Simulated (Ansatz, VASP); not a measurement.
# PbS in VASP and in Ansatz

```xyz
2
Lattice="3.6517 0.0000 0.0000 0.0000 3.6517 0.0000 0.0000 0.0000 3.6517" Properties=species:S:1:pos:R:3 pbc="T T T"
Pb    0.0000    0.0000    0.0000
S     1.8259    1.8259    1.8259
```

Alike in both runs: functional PBE; k mesh 11 × 11 × 11; occupations fermi-dirac, width 0.1 eV; no spin polarisation.

Ansatz relaxed the structure, and its values are those at the end. VASP's run is a single point on that final structure, the one shown.

|  | VASP | Ansatz |
| --- | --- | --- |
| version | VASP 6.6.1 | Ansatz 0.2.0 |
| potentials or method | VASP PAW PBE potentials, release 64 (Pb_d, S) | PAW with Ansatz's default frozen-core files, scalar-relativistic |
| plane-wave cutoff (eV) | 520 | 420 |
| valence electrons in the cell | 20 | 20 |

VASP gave:

- pressure (GPa): -0.1

Which values does Ansatz return?

Pressure (GPa): 0.0.

The functional is the same, so the differences come from potentials, cutoffs and numerics.

Spin-orbit coupling is left out, which matters for the levels of Pb.
